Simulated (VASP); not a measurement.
Wanted: the native input for a VASP 6.6.1 run.

| Property | Result |
| --- | --- |
| Task | single point |
| Functional | HF |
| Potentials or basis | VASP PAW PBE potentials, release 64 (Al, N) |
| Cutoff | 520 eV |
| k mesh | 4 × 4 × 4 |
| Occupations | fermi-dirac, width 0.02 eV |
| Spin | no spin polarisation |
| Dipole correction | no |
| Exchange at q = 0 | truncated |
| Grid for exact exchange (PRECFOCK) | Normal |
| Further INCAR settings | ALGO = Normal; EDIFF = 1e-06; NBANDS = 11 |

The system is AlN.

```xyz
2
Lattice="2.5855 0.0000 0.0000 0.0000 2.5855 0.0000 0.0000 0.0000 2.5855" Properties=species:S:1:pos:R:3 pbc="T T T"
Al    0.0000    0.0000    0.0000
N     1.2927    1.2927    1.2927
```

The cell was built by a generator and needn't be a form met in nature.

The input as run:

POSCAR

```
AlN
1.0
    2.5854596279      0.0000000000      0.0000000000
    0.0000000000      2.5854596279      0.0000000000
    0.0000000000      0.0000000000      2.5854596279
Al N
1 1
Direct
    0.0000000000      0.0000000000      0.0000000000
    0.5000000000      0.5000000000      0.5000000000
```

INCAR.step1

```
SYSTEM = AlN
PREC     = Accurate       ! precision mode
ENCUT    = 520            ! plane-wave cutoff, eV
EDIFF    = 1E-5           ! SCF threshold, eV
ISMEAR   = -1             ! smearing method
SIGMA    = 0.02           ! smearing width, eV
LREAL    = .False.        ! projectors in reciprocal space
LASPH    = .True.         ! aspherical terms in the spheres
NELM     = 80             ! most SCF steps
ALGO     = Normal         ! electronic algorithm
ISIF     = 2              ! what is computed and relaxed
LWAVE    = .True.         ! write WAVECAR
LCHARG   = .False.        ! write CHGCAR
GGA      = PE             ! functional
NBANDS   = 11             ! bands
```

INCAR.step2

```
SYSTEM = AlN
PREC     = Accurate       ! precision mode
ENCUT    = 520            ! plane-wave cutoff, eV
EDIFF    = 1E-6           ! SCF threshold, eV
ISMEAR   = -1             ! smearing method
SIGMA    = 0.02           ! smearing width, eV
LREAL    = .False.        ! projectors in reciprocal space
LASPH    = .True.         ! aspherical terms in the spheres
NELM     = 80             ! most SCF steps
ALGO     = Normal         ! electronic algorithm
ISIF     = 2              ! what is computed and relaxed
LWAVE    = .False.        ! write WAVECAR
LCHARG   = .False.        ! write CHGCAR
GGA      = PE             ! functional
LHFCALC  = .True.         ! exact exchange
AEXX     = 1.0            ! exact-exchange fraction
ALDAC    = 0.0          
AGGAC    = 0.0          
PRECFOCK = Normal       
HFRCUT   = -1           
ISTART   = 1            
NBANDS   = 11             ! bands
```

KPOINTS

```
Automatic mesh
0
Gamma
  4 4 4
  0 0 0
```

Potentials or basis: VASP PAW PBE potentials, release 64 (Al, N).

The run is started by

```sh
$ cat potpaw_PBE.64/Al/POTCAR potpaw_PBE.64/N/POTCAR > POTCAR
$ cp INCAR.step1 INCAR
$ mpirun -np 1 vasp_std > vasp.out
$ cp INCAR.step2 INCAR
$ mpirun -np 1 vasp_std > vasp.out
```

It gave:

- Pressure: -8.2 GPa
- Band gap on the k mesh: 3.56 eV, indirect (least direct gap 3.73 eV)

Caveat: the k mesh is coarse (spacing up to 0.61 Å⁻¹), so the values aren't converged, least of all with exact exchange; the PAW data sets were made with another functional, which shifts forces and pressure a little.

Run time: 49 s on 1 thread of AMD EPYC 9R45 (Zen 5), with other jobs on the host, peak memory 0.09 GiB.
